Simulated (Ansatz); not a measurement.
Eigenvalues along a path: ZnS (rocksalt type)

```xyz
2
Lattice="0.0000 2.0557 2.0557 2.0557 0.0000 2.0557 2.0557 2.0557 0.0000" Properties=species:S:1:pos:R:3 pbc="T T T"
Zn    0.0000    0.0000    0.0000
S     2.0557    2.0557    2.0557
```

The cell comes from a relaxation on PAW files under the same functional, begun from a prototype that needn't be the stable phase.

Level of theory: DFT with PBEsol, scalar-relativistic, in Ansatz 0.2.0; a Γ-centred 16×16×16 k mesh, Fermi–Dirac smearing of 0.05 eV, no spin polarisation. LAPW: all electrons, basis error target 1 meV/atom.

This run: volume at 0.55 of the series' base cell.

Path points, in fractions of the reciprocal vectors: Γ (0.000, 0.000, 0.000), X (0.500, 0.000, 0.500), U (0.625, 0.250, 0.625), K (0.375, 0.375, 0.750), L (0.500, 0.500, 0.500), W (0.500, 0.250, 0.750). The distance column jumps between branches of the path. Levels in eV from the Fermi level; bands 9 to 19, counted from the lowest band of the run. The gap is zero, the pressure 223.5 GPa.

```
# k(1/Å) point b9 b10 b11 b12 b13 b14 b15 b16 b17 b18 b19
0.000 Γ -21.70 -10.22 -10.22 -10.22 -10.21 -10.21 -1.93 -1.93 -1.93 7.80 7.80
0.191 - -21.57 -10.32 -10.25 -10.21 -10.21 -10.19 -2.10 -2.10 -2.04 7.14 7.97
0.382 - -21.20 -10.64 -10.35 -10.17 -10.17 -10.15 -2.57 -2.57 -2.32 6.01 7.96
0.573 - -20.59 -11.09 -10.48 -10.09 -10.09 -10.09 -3.26 -3.26 -2.68 4.98 5.06
0.764 - -19.79 -11.58 -10.65 -10.02 -9.96 -9.96 -4.07 -4.07 -3.20 2.54 4.14
0.955 - -18.87 -11.98 -10.81 -9.94 -9.77 -9.77 -4.89 -4.89 -4.11 0.72 3.52
1.146 - -17.97 -12.18 -10.95 -9.88 -9.54 -9.54 -5.62 -5.62 -5.48 -0.21 3.09
1.337 - -17.29 -12.12 -11.04 -9.84 -9.31 -9.31 -6.82 -6.17 -6.17 -0.58 2.84
1.528 X -17.04 -12.02 -11.07 -9.83 -9.21 -9.21 -7.41 -6.38 -6.38 -0.67 2.76
1.596 - -17.03 -12.02 -11.08 -9.85 -9.22 -9.20 -7.41 -6.47 -6.34 -0.57 2.80
1.663 - -17.00 -12.01 -11.10 -9.91 -9.22 -9.16 -7.43 -6.72 -6.22 -0.33 2.96
1.731 - -16.96 -11.99 -11.14 -10.01 -9.23 -9.10 -7.47 -7.05 -6.03 0.00 3.23
1.798 - -16.90 -11.97 -11.20 -10.13 -9.24 -9.02 -7.65 -7.29 -5.77 0.34 3.64
1.866 - -16.83 -11.94 -11.31 -10.26 -9.26 -8.91 -8.00 -7.35 -5.47 0.65 4.19
1.933 - -16.76 -11.90 -11.46 -10.39 -9.28 -8.77 -8.34 -7.36 -5.13 0.91 4.86
2.001 - -16.69 -11.86 -11.67 -10.52 -9.30 -8.62 -8.61 -7.37 -4.76 1.13 5.63
2.069 U -16.63 -11.92 -11.81 -10.65 -9.33 -8.82 -8.43 -7.36 -4.36 1.34 6.45
3.004 K -16.63 -11.92 -11.81 -10.65 -9.33 -8.82 -8.43 -7.36 -4.36 1.34 6.45
3.207 - -16.70 -12.59 -11.64 -10.95 -9.43 -9.10 -7.74 -7.29 -3.04 1.94 8.90
3.410 - -17.38 -12.63 -11.42 -11.11 -9.55 -9.20 -7.06 -6.86 -1.65 2.70 7.34
3.612 - -18.44 -12.11 -11.16 -11.13 -9.70 -9.34 -6.61 -5.83 -0.43 3.71 6.06
3.815 - -19.52 -11.44 -11.01 -10.89 -9.85 -9.56 -5.88 -4.71 0.07 4.96 5.88
4.017 - -20.44 -10.86 -10.79 -10.63 -10.00 -9.80 -4.85 -3.62 -0.35 6.22 6.31
4.220 - -21.13 -10.52 -10.48 -10.42 -10.12 -10.02 -3.60 -2.70 -1.10 6.43 7.39
4.423 - -21.56 -10.30 -10.28 -10.27 -10.19 -10.16 -2.44 -2.13 -1.71 7.19 7.84
4.625 Γ -21.70 -10.22 -10.22 -10.22 -10.21 -10.21 -1.93 -1.93 -1.93 7.80 7.80
4.791 - -21.61 -10.26 -10.26 -10.26 -10.19 -10.19 -2.37 -1.87 -1.87 7.32 7.87
4.956 - -21.32 -10.40 -10.40 -10.38 -10.11 -10.11 -3.48 -1.70 -1.70 6.37 7.96
5.122 - -20.85 -10.63 -10.60 -10.60 -9.99 -9.99 -4.87 -1.45 -1.45 5.40 7.56
5.287 - -20.21 -11.06 -10.82 -10.82 -9.84 -9.84 -6.22 -1.13 -1.13 4.53 6.57
5.453 - -19.41 -11.76 -11.03 -11.03 -9.68 -9.68 -7.27 -0.77 -0.77 3.81 5.47
5.618 - -18.51 -12.73 -11.19 -11.19 -9.54 -9.54 -7.92 -0.41 -0.41 3.26 4.52
5.783 - -17.61 -13.74 -11.30 -11.30 -9.45 -9.45 -8.25 -0.11 -0.11 2.92 3.84
5.949 L -17.15 -14.26 -11.34 -11.34 -9.42 -9.42 -8.34 0.02 0.02 2.81 3.58
6.084 - -17.13 -14.20 -11.34 -11.32 -9.42 -9.41 -8.35 -0.64 -0.31 3.14 3.67
6.219 - -17.06 -14.01 -11.36 -11.26 -9.42 -9.40 -8.37 -1.86 -1.15 3.51 3.89
6.354 - -16.96 -13.71 -11.39 -11.18 -9.42 -9.35 -8.39 -3.12 -2.26 3.95 4.15
6.489 - -16.83 -13.30 -11.44 -11.09 -9.41 -9.24 -8.42 -4.30 -3.47 4.46 4.52
6.624 - -16.70 -12.83 -11.49 -11.02 -9.38 -9.06 -8.42 -5.37 -4.67 4.80 5.22
6.759 - -16.58 -12.32 -11.55 -11.00 -9.32 -8.77 -8.36 -6.31 -5.77 5.19 6.02
6.894 - -16.50 -11.86 -11.60 -11.09 -9.25 -8.38 -8.19 -7.11 -6.67 5.55 6.90
7.029 W -16.47 -11.61 -11.61 -11.19 -9.21 -8.02 -8.02 -7.60 -7.11 5.73 7.77
7.125 - -16.50 -11.70 -11.52 -11.14 -9.21 -8.27 -7.75 -7.60 -7.10 5.09 6.73
7.220 - -16.57 -11.78 -11.42 -10.98 -9.21 -8.51 -7.58 -7.48 -7.07 3.98 5.78
7.316 - -16.67 -11.86 -11.33 -10.74 -9.21 -8.71 -7.54 -7.21 -7.01 2.84 4.93
7.412 - -16.78 -11.91 -11.25 -10.47 -9.21 -8.89 -7.50 -6.95 -6.91 1.76 4.19
7.507 - -16.88 -11.96 -11.17 -10.21 -9.21 -9.03 -7.47 -6.77 -6.72 0.81 3.58
7.603 - -16.96 -11.99 -11.12 -10.00 -9.21 -9.13 -7.43 -6.59 -6.54 0.04 3.13
7.698 - -17.02 -12.01 -11.08 -9.87 -9.21 -9.19 -7.42 -6.44 -6.42 -0.48 2.85
7.794 X -17.04 -12.02 -11.07 -9.83 -9.21 -9.21 -7.41 -6.38 -6.38 -0.67 2.76
```
